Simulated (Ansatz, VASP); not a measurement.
## One calculation of KCl, two programs

```
K Cl
1.0
     3.76082    0.00000    0.00000
     0.00000    3.76082    0.00000
     0.00000    0.00000    3.76082
K Cl
1 1
Cartesian
  0.0000 0.0000 0.0000
  1.8804 1.8804 1.8804
```

Change from the starting cell: volume scaled by 0.94.

Alike in both runs: task single point; functional PBE; k mesh 7 × 7 × 7; occupations fermi-dirac, width 0.05 eV; no spin polarisation.

```csv
,VASP,Ansatz
version,VASP 6.6.1,Ansatz 0.2.0
potentials or method,"VASP PAW PBE potentials, release 64 (K_sv, Cl), cutoff 520 eV","all-electron LAPW, scalar-relativistic"
```

|  | VASP | Ansatz | Ansatz less VASP |
| --- | --- | --- | --- |
| gap on the k mesh at the Fermi level (eV) | 5.09 | 5.09 | +0.002 |
| least direct gap on the mesh (eV) | 5.28 | 5.28 | +0.001 |
| pressure (GPa) | 1.3 | 1.3 | -0.02 |

Ansatz ran all-electron here, so the differences hold the error of VASP's frozen core and of both bases.

Caveats: an odd mesh through Γ misses points on the zone boundary, where band edges often lie.
